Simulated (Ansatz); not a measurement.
**TaN under strain: Field gradients at the nuclei**

The cell is an entry of the Crystallography Open Database (COD), relaxed with PBE at fixed cell and then changed (z stretched by 2 %, ions relaxed).

```
Ta N
1.0
     5.19600    0.00000    0.00000
    -2.59800    4.49987    0.00000
     0.00000    0.00000    2.96922
Ta N
3 3
Direct
  0.33333 0.66667 0.50000
  0.66667 0.33333 0.50000
  0.00000 0.00000 0.00000
  0.39318 0.00000 0.00000
  0.60682 0.60682 0.00000
  0.00000 0.39318 0.00000
```

Sites (sets of like atoms) are named by element and the number of their first atom in this list.

The numbers come from a DFT calculation in Ansatz (PBE, plane waves and PAW, scalar-relativistic, collinear spin, 420 eV cutoff, Γ-centred 10×10×16 k-points, Fermi–Dirac smearing 0.05 eV). Start moments as typed (μB): 2 on each Ta, none on the rest.

Conventions: |V_zz| ≥ |V_yy| ≥ |V_xx|, η = (V_xx − V_yy)/V_zz, C_Q = eQV_zz/h. ν_Q = 3|C_Q|/[2I(2I − 1)].

Ta-181: I = 7/2, Q = 3170 mb; N-14: I = 1, Q = 20.44 mb. Quadrupole moments are those of Pyykkö's year-2017 table.

```json
{"site": "Ta1", "atoms (order as listed)": "1, 2", "first shell": "6 N at 2.18 Å", "C_Q (MHz)": "-1373", "η": "0.00", "ν_Q (MHz)": "98.1"}
{"site": "Ta3", "atoms (order as listed)": "3", "first shell": "3 N at 2.04 Å; also 3 N at 3.15 Å", "C_Q (MHz)": "1268", "η": "0.00", "ν_Q (MHz)": "90.6"}
{"site": "N", "atoms (order as listed)": "4, 5, 6", "first shell": "5 Ta at 2.04–2.18 Å", "C_Q (MHz)": "-0.795", "η": "0.57", "ν_Q (MHz)": "1.19"}
```

An axis of threefold or higher order runs through Ta1 and Ta3, so V_zz lies along it and η is zero. At N V_zz points along its shortest bond, to Ta (within 1°).

The run finds no gap above 0.1 eV (a metal, or nearly one), so the gradients can move by 10 % or more with the k-mesh. Without spin–orbit coupling the gradients at and beside Ta can be off by some per cent, at some sites by more. With these PAW files V_zz is typically within 2 to 3 % of all-electron values, but misses above 10 % occur on Ta. The start moments die out, and the run ends without spin.

The relaxation (2 steps) took 67 s of wall time (64 s of CPU time) and 0.87 GiB at its peak, on 1 thread of AMD EPYC 9R14 (Zen 4) (x86_64; 16 cores open to the job, memory cap 3.0 GiB, no GPU), a shared host with a load of 0.2 a core.
